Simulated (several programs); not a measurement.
BAs (started from an entry of an open crystallographic database), relaxed with r2SCAN in Ansatz, was computed with several methods. It is cubic, F-43m (No. 216); a = 4.784 Å in the conventional setting, 13.68 Å³ an atom. B is surrounded by 4 As at 2.07 Å; As is surrounded by 4 B at 2.07 Å. Spin-unpolarised throughout.

```yaml
crystal:
  lattice:
    - [0.00000, 2.39187, 2.39187]
    - [2.39187, 0.00000, 2.39187]
    - [2.39187, 2.39187, 0.00000]
  atoms:
    - { symbol: B, position: [0.00000, 0.00000, 0.00000] }
    - { symbol: As, position: [0.25000, 0.25000, 0.25000] }
```

Gaps and times are for a single point on this cell; volume and bulk modulus come from each method's own relaxation or energy curve at fixed shape. Times are rough, from shared hosts (Arm Neoverse V1; Intel Xeon Platinum 8259CL CPU @ 2.50GHz; NVIDIA H100 80GB HBM3), and each method has its own mesh and cell size. PM6 (MOPAC), PM7 (MOPAC), GFN1-xTB (tblite), GFN2-xTB (tblite) treat a cluster of cells at its zone centre, which samples few k points: where these miss a band edge, the gap comes out too large for that reason alone. Gaps from k meshes are read at a limited set of points (mesh, symmetry points, PBE's band edges), so each method's own least gap may be somewhat smaller. xTB and the PM methods were fitted mostly to molecules, and can miss a solid's gap by electronvolts. Minimal bases can be far off for gaps. Times of the plane-wave ladder aren't listed, since it ran on unlike processors and cards. GLLB-SC's gap includes the derivative discontinuity. G0W0 is at finite bands, cutoff and mesh. d marks a direct gap, i an indirect one (no mark: not told apart), a dash a value that wasn't computed or didn't pass its checks.

```json
{"method": "PBEsol", "kind": "semilocal", "gap (eV)": "–", "own volume (Å³/atom)": "13.55", "bulk modulus (GPa)": "–", "atoms computed": "2", "processor time": "–"}
{"method": "light PBE (260 eV and a coarse mesh)", "kind": "light plane-wave", "gap (eV)": "1.19 i", "own volume (Å³/atom)": "–", "bulk modulus (GPa)": "–", "atoms computed": "2", "processor time": "0.63 s"}
{"method": "LDA", "kind": "semilocal", "gap (eV)": "1.13 i", "own volume (Å³/atom)": "13.25", "bulk modulus (GPa)": "–", "atoms computed": "2", "processor time": "–"}
{"method": "PBE", "kind": "semilocal", "gap (eV)": "1.19 i", "own volume (Å³/atom)": "13.90", "bulk modulus (GPa)": "131", "atoms computed": "2", "processor time": "–"}
{"method": "PBE/single zeta (GPAW)", "kind": "small basis", "gap (eV)": "2.40 i", "own volume (Å³/atom)": "–", "bulk modulus (GPa)": "–", "atoms computed": "2", "processor time": "2.9 s"}
{"method": "GFN1-xTB (tblite)", "kind": "tight binding", "gap (eV)": "1.34", "own volume (Å³/atom)": "13.26", "bulk modulus (GPa)": "156", "atoms computed": "cluster", "processor time": "3.1 s"}
{"method": "GLLB-SC (GPAW)", "kind": "model potential", "gap (eV)": "1.73", "own volume (Å³/atom)": "–", "bulk modulus (GPa)": "–", "atoms computed": "2", "processor time": "4.6 s"}
{"method": "PBE/SZV (CP2K)", "kind": "small basis", "gap (eV)": "3.59 i", "own volume (Å³/atom)": "14.57", "bulk modulus (GPa)": "124", "atoms computed": "2", "processor time": "5.4 s"}
{"method": "r2SCAN", "kind": "semilocal", "gap (eV)": "1.37 i", "own volume (Å³/atom)": "13.68", "bulk modulus (GPa)": "141", "atoms computed": "2", "processor time": "–"}
{"method": "GFN2-xTB (tblite)", "kind": "tight binding", "gap (eV)": "1.03", "own volume (Å³/atom)": "14.71", "bulk modulus (GPa)": "109", "atoms computed": "cluster", "processor time": "6.7 s"}
{"method": "G0W0@r2SCAN (180 eV screening cutoff)", "kind": "many-body", "gap (eV)": "1.96", "own volume (Å³/atom)": "–", "bulk modulus (GPa)": "–", "atoms computed": "2", "processor time": "–"}
{"method": "PBE+SOC", "kind": "semilocal", "gap (eV)": "1.12 i", "own volume (Å³/atom)": "–", "bulk modulus (GPa)": "–", "atoms computed": "2", "processor time": "–"}
{"method": "G0W0@LDA (140 eV screening cutoff)", "kind": "many-body", "gap (eV)": "1.74", "own volume (Å³/atom)": "–", "bulk modulus (GPa)": "–", "atoms computed": "2", "processor time": "–"}
{"method": "PBE/DZVP (CP2K)", "kind": "small basis", "gap (eV)": "1.23 i", "own volume (Å³/atom)": "14.02", "bulk modulus (GPa)": "128", "atoms computed": "2", "processor time": "11 s"}
{"method": "PM7 (MOPAC)", "kind": "semi-empirical", "gap (eV)": "6.83", "own volume (Å³/atom)": "–", "bulk modulus (GPa)": "–", "atoms computed": "cluster", "processor time": "11 s"}
{"method": "G0W0@PBE (260 eV screening cutoff)", "kind": "many-body", "gap (eV)": "1.87", "own volume (Å³/atom)": "–", "bulk modulus (GPa)": "–", "atoms computed": "2", "processor time": "–"}
{"method": "PM6 (MOPAC)", "kind": "semi-empirical", "gap (eV)": "3.34", "own volume (Å³/atom)": "–", "bulk modulus (GPa)": "–", "atoms computed": "cluster", "processor time": "13 s"}
{"method": "G0W0@HSE06 (180 eV screening cutoff)", "kind": "many-body", "gap (eV)": "2.10", "own volume (Å³/atom)": "–", "bulk modulus (GPa)": "–", "atoms computed": "2", "processor time": "–"}
{"method": "LC-ωPBE", "kind": "hybrid", "gap (eV)": "6.34 i", "own volume (Å³/atom)": "–", "bulk modulus (GPa)": "–", "atoms computed": "2", "processor time": "–"}
{"method": "G0W0@PBE0 (180 eV screening cutoff)", "kind": "many-body", "gap (eV)": "2.24", "own volume (Å³/atom)": "–", "bulk modulus (GPa)": "–", "atoms computed": "2", "processor time": "–"}
{"method": "PBE0", "kind": "hybrid", "gap (eV)": "2.51 i", "own volume (Å³/atom)": "–", "bulk modulus (GPa)": "–", "atoms computed": "2", "processor time": "–"}
{"method": "HSE06", "kind": "hybrid", "gap (eV)": "1.83 i", "own volume (Å³/atom)": "13.58", "bulk modulus (GPa)": "–", "atoms computed": "2", "processor time": "–"}
{"method": "Hartree-Fock", "kind": "exact exchange", "gap (eV)": "7.29 i", "own volume (Å³/atom)": "–", "bulk modulus (GPa)": "–", "atoms computed": "2", "processor time": "–"}
{"method": "DDH-PBE0", "kind": "hybrid", "gap (eV)": "1.72 i", "own volume (Å³/atom)": "–", "bulk modulus (GPa)": "–", "atoms computed": "2", "processor time": "–"}
{"method": "HSE06+SOC", "kind": "hybrid", "gap (eV)": "1.76 i", "own volume (Å³/atom)": "–", "bulk modulus (GPa)": "–", "atoms computed": "2", "processor time": "–"}
```

Q: How far from the measured values lie the methods that can be set against them?

A:
- Band gap, measured 1.82 eV: light PBE (260 eV and a coarse mesh) -0.63 eV, LDA -0.69 eV, PBE -0.63 eV, PBE/single zeta (GPAW) +0.58 eV, GFN1-xTB (tblite) -0.48 eV, GLLB-SC (GPAW) -0.09 eV, PBE/SZV (CP2K) +1.77 eV, r2SCAN -0.45 eV, GFN2-xTB (tblite) -0.79 eV, G0W0@r2SCAN (180 eV screening cutoff) +0.14 eV, PBE+SOC -0.70 eV, G0W0@LDA (140 eV screening cutoff) -0.08 eV, PBE/DZVP (CP2K) -0.59 eV, PM7 (MOPAC) +5.01 eV, G0W0@PBE (260 eV screening cutoff) +0.05 eV, PM6 (MOPAC) +1.52 eV, G0W0@HSE06 (180 eV screening cutoff) +0.28 eV, LC-ωPBE +4.52 eV, G0W0@PBE0 (180 eV screening cutoff) +0.42 eV, PBE0 +0.69 eV, HSE06 +0.01 eV, Hartree-Fock +5.47 eV, DDH-PBE0 -0.10 eV, HSE06+SOC -0.06 eV.
- Bulk modulus, measured 148 GPa: PBE -11.2 %, GFN1-xTB (tblite) +5.2 %, PBE/SZV (CP2K) -16.2 %, r2SCAN -4.8 %, GFN2-xTB (tblite) -26.6 %, PBE/DZVP (CP2K) -13.5 %.
- Volume, measured 13.62 Å³ an atom: PBEsol -0.6 %, LDA -2.7 %, PBE +2.0 %, GFN1-xTB (tblite) -2.7 %, PBE/SZV (CP2K) +7.0 %, r2SCAN +0.4 %, GFN2-xTB (tblite) +8.0 %, PBE/DZVP (CP2K) +3.0 %, HSE06 -0.3 %.
The calculations are for a static lattice; samples hold vibrations, temperature and, in optical gaps, excitons. A measured value is shown where most reports agree with it, and only for the quantities listed. Sources: 1.82 eV (indirect optical gap from absorption edge; 300 K; “Basic Physical Properties of Cubic Boron Arsenide”; room-temperature optical absorption edge, not a zero-temperature fundamental gap; 2019; arxiv:1911.11281); 148 GPa (literature experimental value; “Basic Physical Properties of Cubic Boron Arsenide”; literature value quoted in a summary table; 2019; arxiv:1911.11281); 13.62 Å³ an atom (from the lattice constants; cubic a at 300 K; 300 K; “Thermal expansion coefficients of high thermal conducting BAs and BP materials”; 2019; arxiv:1906.04101).

Only the rows marked +SOC include spin-orbit coupling.
